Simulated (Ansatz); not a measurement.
InP under changes of volume

One of the cells (25.167 Å³/atom); the others are scaled copies at fixed shape and fractional positions:

```
In P
1.0
     0.00000    2.93050    2.93050
     2.93050    0.00000    2.93050
     2.93050    2.93050    0.00000
In P
1 1
Direct
  0.00000 0.00000 0.00000
  0.75000 0.75000 0.75000
```

* Program: Ansatz 0.2.0
* Functional: PBE
* Dispersion: D4
* Potentials or basis: Ansatz PAW
* Cutoff: 420 eV (not typed: the program's choice for these potentials)
* k mesh: 8 × 8 × 8
* Occupations: fermi-dirac, width 0.05 eV
* Spin: no spin polarisation

```csv
volume (Å³/atom),energy over the lowest point (meV/atom),pressure (GPa),gap on the mesh (eV)
23.657,33.43,6.1,1.05
24.160,?,?,?
24.663,6.78,2.5,0.83
25.167,1.18,1.1,0.72
25.670,0.00,-0.3,0.61
26.173,2.79,-1.5,0.50
26.677,9.13,-2.5,0.40
```

Task: What does the run at 24.160 Å³/atom give?

Result: Energy over the lowest point 17.34 meV/atom; pressure 4.2 GPa; gap on the mesh 0.94 eV.

Worked out: A Birch-Murnaghan fit of order 3 (a polynomial in V^(-2/3)) to the other rows has its minimum at 25.56 Å³/atom with B0 = V·E''(V) = 66 GPa and B' = 4.7. It gives 17.34 meV/atom at 24.160 Å³/atom, against the run's 17.34, and -dE/dV = 4.2 GPa, against 4.2. A straight line through the other rows of the gap, of slope -5.44 eV per unit of ln V (its deformation potential), gives 0.94 eV, against the run's 0.94.

Energies are extrapolated to zero smearing.

Caveats: spin-orbit coupling is left out, which moves the levels of the heavy elements.
